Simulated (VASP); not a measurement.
A run of VASP 6.6.1 is set up as follows.

Contents of INCAR:

```
SYSTEM = Tc
ALGO     = Fast           ! electronic algorithm
EDIFF    = 1E-6           ! SCF threshold, eV
ENCUT    = 520            ! plane-wave cutoff, eV
GGA      = PE             ! functional
ISIF     = 2              ! what is computed and relaxed
ISMEAR   = 0              ! smearing method
LASPH    = .TRUE.         ! aspherical terms in the spheres
LCHARG   = .FALSE.        ! write CHGCAR
LREAL    = .FALSE.        ! projectors in reciprocal space
LWAVE    = .FALSE.        ! write WAVECAR
NBANDS   = 12             ! bands
NELM     = 60             ! most SCF steps
PREC     = Accurate       ! precision mode
SIGMA    = 0.05           ! smearing width, eV
```

KPOINTS

```
k-points
0
G
  8 8 8
  0 0 0
```

Contents of POSCAR:

```
Tc
1.0
    0.0000000000      1.9259370262      1.9259370262
    1.9259370262      0.0000000000      1.9259370262
    1.9259370262      1.9259370262      0.0000000000
Tc
1
Direct
    0.0000000000      0.0000000000      0.0000000000
```

Potentials or basis: VASP PAW PBE potentials, release 64 (Tc_pv).

The run is started by

```bash
$ cat potpaw_PBE.64/Tc_pv/POTCAR > POTCAR
$ mpirun -np 1 vasp_std > vasp.out
```

Task: What does it give for the pressure?

Result: 4.4 GPa.

Task: Estimate the band gap on the k mesh.

Result: None (metal or under the smearing width).
